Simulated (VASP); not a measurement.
# MgO (Fm-3m) in VASP: single point with PBE

Aim: the single point of MgO with PBE.

Everything below comes from runs of VASP 6.6.1. Logs are shortened: lines on timing, memory, paths and dates and some standing lists are left out, and cuts for length are marked.

## Step 1: The crystal as given

The structure is cubic, space group Fm-3m (No. 225). The conventional cell has a = 4.194 Å, b = 4.194 Å, c = 4.194 Å, α = 90.00°, β = 90.00°, γ = 90.00°. Around Mg (site symmetry m-3m) lie 6 O at 2.10 Å. O (site symmetry m-3m) has 6 Mg at 2.10 Å as nearest neighbours.

The cell is a database's computed one.

## Step 2: Single point, PBE

Contents of INCAR:

```
SYSTEM = MgO
PREC = Accurate ; ENCUT = 520
EDIFF = 1E-7 ; ISMEAR = 0
SIGMA = 0.02 ; LREAL = .FALSE.
LASPH = .TRUE. ; NELM = 100
ALGO = Fast ; ISIF = 2
LWAVE = .FALSE. ; LCHARG = .FALSE.
GGA = PE
```

Contents of KPOINTS:

```
Automatic mesh
0
G
  3 3 3
  0 0 0
```

Contents of POSCAR:

```
MgO
1.0
    0.0000000000      2.0970013927      2.0970013927
    2.0970013927      0.0000000000      2.0970013927
    2.0970013927      2.0970013927      0.0000000000
Mg O
1 1
Direct
    0.0000000000      0.0000000000      0.0000000000
    0.5000000000      0.5000000000      0.5000000000
```

Potentials or basis: VASP PAW PBE potentials, release 64 (Mg, O).

Run with:

```sh
$ cat potpaw_PBE.64/Mg/POTCAR potpaw_PBE.64/O/POTCAR > POTCAR
$ mpirun -np 1 vasp_std > vasp.out
```

OUTCAR:

```text
SYSTEM = MgO
   PREC = Accurate
   ENCUT = 520
   EDIFF = 1E-7
   ISMEAR = 0
   LREAL = .FALSE.
   LASPH = .TRUE.
   NELM = 100
   ISIF = 2
   GGA = PE

 ion  position               nearest neighbor table
   1  0.000  0.000  0.000-   2 2.10   2 2.10   2 2.10   2 2.10   2 2.10   2 2.10
   2  0.500  0.500  0.500-   1 2.10   1 2.10   1 2.10   1 2.10   1 2.10   1 2.10

  LATTYP: Found a face centered cubic cell.
 ALAT       =     4.1940027854

  Lattice vectors:

 A1 = (   0.0000000000,   2.0970013927,   2.0970013927)
 A2 = (   2.0970013927,   0.0000000000,   2.0970013927)
 A3 = (   2.0970013927,   2.0970013927,   0.0000000000)

Analysis of symmetry for initial positions (statically):
=====================================================================
 Subroutine PRICEL returns:
 Original cell was already a primitive cell.

 Routine SETGRP: Setting up the symmetry group for a
 face centered cubic supercell.

 Subroutine GETGRP returns: Found 48 space group operations
 (whereof 48 operations were pure point group operations)
 out of a pool of 48 trial point group operations.

The static configuration has the point symmetry O_h .

Analysis of symmetry for dynamics (positions and initial velocities):
=====================================================================
 Subroutine PRICEL returns:
 Original cell was already a primitive cell.

 Routine SETGRP: Setting up the symmetry group for a
 face centered cubic supercell.

 Subroutine GETGRP returns: Found 48 space group operations
 (whereof 48 operations were pure point group operations)
 out of a pool of 48 trial point group operations.

The dynamic configuration has the point symmetry O_h .

 Subroutine INISYM returns: Found 48 space group operations
 (whereof 48 operations are pure point group operations),
 and found     1 'primitive' translations

----------------------------------------------------------------------------------------

                                     Primitive cell

  volume of cell :      18.4428

  direct lattice vectors                    reciprocal lattice vectors
     0.000000000  2.097001393  2.097001393    -0.238435702  0.238435702  0.238435702
     2.097001393  0.000000000  2.097001393     0.238435702 -0.238435702  0.238435702
     2.097001393  2.097001393  0.000000000     0.238435702  0.238435702 -0.238435702

  length of vectors
     2.965607810  2.965607810  2.965607810     0.412982751  0.412982751  0.412982751

  position of ions in fractional coordinates (direct lattice)
     0.000000000  0.000000000  0.000000000
     0.500000000  0.500000000  0.500000000

  ion indices of the primitive-cell ions
   primitive index   ion index
                 1           1
                 2           2

----------------------------------------------------------------------------------------

 KPOINTS: Automatic mesh

Automatic generation of k-mesh.
 Grid dimensions read from file:
 generate k-points for:    3    3    3

 Generating k-lattice:

  Cartesian coordinates                     Fractional coordinates (reciprocal lattice)
    -0.079478567  0.079478567  0.079478567     0.333333333  0.000000000  0.000000000
     0.079478567 -0.079478567  0.079478567     0.000000000  0.333333333  0.000000000
     0.079478567  0.079478567 -0.079478567     0.000000000  0.000000000  0.333333333

  Length of vectors
     0.137660917  0.137660917  0.137660917

  Shift w.r.t. Gamma in fractional coordinates (k-lattice)
     0.000000000  0.000000000  0.000000000

 Subroutine IBZKPT returns following result:
 ===========================================

 Found      4 irreducible k-points:

 Following reciprocal coordinates:
            Coordinates               Weight
  0.000000  0.000000  0.000000      1.000000
  0.333333  0.000000  0.000000      8.000000
  0.333333  0.333333  0.000000      6.000000
 -0.333333  0.333333  0.000000     12.000000
   k-points           NKPTS =      4   k-points in BZ     NKDIM =      4   number of bands    NBANDS=      8
   number of dos      NEDOS =    301   number of ions     NIONS =      2
   total plane-waves  NPLWV =  13824
   dimension x,y,z NGX =    24 NGY =   24 NGZ =   24
   dimension x,y,z NGXF=    48 NGYF=   48 NGZF=   48
   ions per type =               1   1
   NGX,Y,Z   is equivalent  to a cutoff of  13.45, 13.45, 13.45 a.u.
   NGXF,Y,Z  is equivalent  to a cutoff of  26.91, 26.91, 26.91 a.u.
 SYSTEM =  MgO
   PREC   = accura    normal or accurate (medium, high low for compatibility)
   ISTART =      0    job   : 0-new  1-cont  2-samecut
   ICHARG =      2    charge: 1-file 2-atom 10-const
   ISPIN  =      1    spin polarized calculation?
   LNONCOLLINEAR =      F non collinear calculations
   LSORBIT =      F    spin-orbit coupling
   LASPH  =      T    aspherical Exc in radial PAW
   ENCUT  =  520.0 eV  38.22 Ry    6.18 a.u.   5.51  5.51  5.51*2*pi/ulx,y,z
   NELM   =    100;   NELMIN=  2; NELMDL= -5     # of ELM steps
   EDIFF  = 0.1E-06   stopping-criterion for ELM
   LREAL  =      F    real-space projection
   EDIFFG = 0.1E-05   stopping-criterion for IOM
   NSW    =      0    number of steps for IOM
   IBRION =     -1    ionic relax: 0-MD 1-quasi-New 2-CG
   NFREE  =      0    steps in history (QN), initial steepest desc. (CG)
   ISIF   =      2    stress and relaxation
   ISYM   =      2    0-nonsym 1-usesym 2-fastsym
   POTIM  = 0.5000    time-step for ionic-motion
   TEBEG  =    0.0;   TEEND  =   0.0 temperature during run
   PSTRESS=    0.0 pullay stress
   NELECT =       8.0000    total number of electrons
   NUPDOWN=      -1.0000    fix difference up-down
   EMIN   =  10.00;   EMAX   =-10.00  energy-range for DOS
   EFERMI =   0.00;   METHOD = LEGACY
   ISMEAR =     0;   SIGMA  =   0.02  broadening in eV -4-tet -1-fermi 0-gaus
   EFERMI_NEDOS =   21; number of points for ismear=-14 and -15
   IALGO  =     68    algorithm
   IMIX   =      4    mixing-type and parameters
     AMIX     =   0.40;   BMIX     =  1.00
     AMIX_MAG =   1.60;   BMIX_MAG =  1.00
  volume/ion in A,a.u.               =       9.22        62.23
  Fermi-wavevector in a.u.,A,eV,Ry     =   1.239261  2.341864 20.895389  1.535768
  Thomas-Fermi vector in A             =   2.373752
   LORBIT       =      0    0 simple, 1 ext, 2 COOP (PROOUT), +10 PAW based schemes
   GGA     = PE    functional components
   LHFCALC =     F    Hartree Fock is set to
   AEXX    =    0.0000 exact exchange contribution
   IVDW    =     0    specifies the selected vdW correction
   LEPSILON=     F    determine dielectric tensor
   LRPA    =     F    only Hartree local field effects (RPA)
 non-spin polarized calculation
 RMM-DIIS sequential band-by-band and
 Gauss-broadening in eV      SIGMA  =   0.02
  energy-cutoff  :      520.00
  volume of cell :       18.44
 maximum number of plane-waves:       531
 NGX is ok and might be reduce to    24
   NGX = 11   NGY = 11   NGZ = 11

 number of electron       8.0000004 magnetization

 Free energy of the ion-electron system (eV)
  ---------------------------------------------------
  ext. energy  EPLUGINS =         0.00000000
  ---------------------------------------------------
  free energy    TOTEN  =       -11.80522433 eV

  energy without entropy =      -11.80522433  energy(sigma->0) =      -11.80522433

 E-fermi :   3.5063     XC(G=0): -11.1232

 val. band max:        3.3668387613   @ k =   0.0000   0.0000   0.0000
 cond. band min:       8.1768456151   @ k =   0.0000   0.0000   0.0000
 fundamental gap:      4.8100068537
 Fermi energy:         3.5062842555

 k-point     1 :       0.0000    0.0000    0.0000
  band No.  band energies     occupation
      1     -13.9747      2.00000
      2       3.3668      2.00000
      3       3.3668      2.00000
      4       3.3668      2.00000
      5       8.1768      0.00000
      6      19.1700      0.00000
      7      19.1700      0.00000
      8      19.1700      0.00000

 k-point     2 :       0.3333    0.0000    0.0000
  band No.  band energies     occupation
      1     -13.0270      2.00000
      2      -0.3696      2.00000
      3       2.8519      2.00000
      4       2.8519      2.00000
      5      11.0908      0.00000
      6      15.7648      0.00000
      7      19.9952      0.00000
      8      19.9952      0.00000

 k-point     3 :       0.3333    0.3333    0.0000
  band No.  band energies     occupation
      1     -12.7984      2.00000
      2      -0.1347      2.00000
      3       2.2879      2.00000
      4       2.2879      2.00000
      5      12.7554      0.00000
      6      13.3586      0.00000
      7      17.3240      0.00000
      8      21.7069      0.00000

 k-point     4 :      -0.3333    0.3333    0.0000
  band No.  band energies     occupation
      1     -12.4123      2.00000
      2       0.0781      2.00000
      3       0.2358      2.00000
      4       2.3429      2.00000
      5      13.7044      0.00000
      6      15.6525      0.00000
      7      15.9826      0.00000
      8      21.2456      0.00000

------------------------ aborting loop because EDIFF is reached ----------------------------------------

  FORCE on cell =-STRESS in cart. coord.  units (eV):
  Direction    XX          YY          ZZ          XY          YZ          ZX
  --------------------------------------------------------------------------------------
  -------------------------------------------------------------------------------------
  Total        0.7665467      0.7665467      0.7665467     -0.0000000      0.0000000      0.0000000
  in kB       66.5921558     66.5921558     66.5921558     -0.0000000      0.0000000      0.0000000
  external PRESSURE =      66.5921558 kB  Pullay stress =       0.0000000 kB

 VOLUME and BASIS-vectors are now :
 -----------------------------------------------------------------------------
  energy-cutoff  :      520.00
  volume of cell :       18.44
      direct lattice vectors                 reciprocal lattice vectors
     0.000000000  2.097001393  2.097001393    -0.238435702  0.238435702  0.238435702
     2.097001393  0.000000000  2.097001393     0.238435702 -0.238435702  0.238435702
     2.097001393  2.097001393  0.000000000     0.238435702  0.238435702 -0.238435702

 POSITION                                       TOTAL-FORCE (eV/Angst)
 -----------------------------------------------------------------------------------
      0.00000      0.00000      0.00000         0.000000      0.000000      0.000000
      2.09700      2.09700      2.09700         0.000000      0.000000      0.000000
 -----------------------------------------------------------------------------------
    total drift:                               -0.000000     -0.000000      0.000000

  FREE ENERGIE OF THE ION-ELECTRON SYSTEM (eV)
  ---------------------------------------------------
  free  energy   TOTEN  =       -11.8052243337 eV

  energy  without entropy=      -11.8052243337  energy(sigma->0) =      -11.80522433
```

It took 2.7 s on 1 thread of Intel Xeon Platinum 8488C (Sapphire Rapids), shared host; peak memory 0.13 GiB.

What came out:

```
Free energy            : -11.8052 eV
Pressure               : 6.7 GPa
Band gap on the k mesh : 4.81 eV, direct
```

Caveat: the k mesh is coarse (spacing up to 0.86 Å⁻¹), so the values aren't converged.
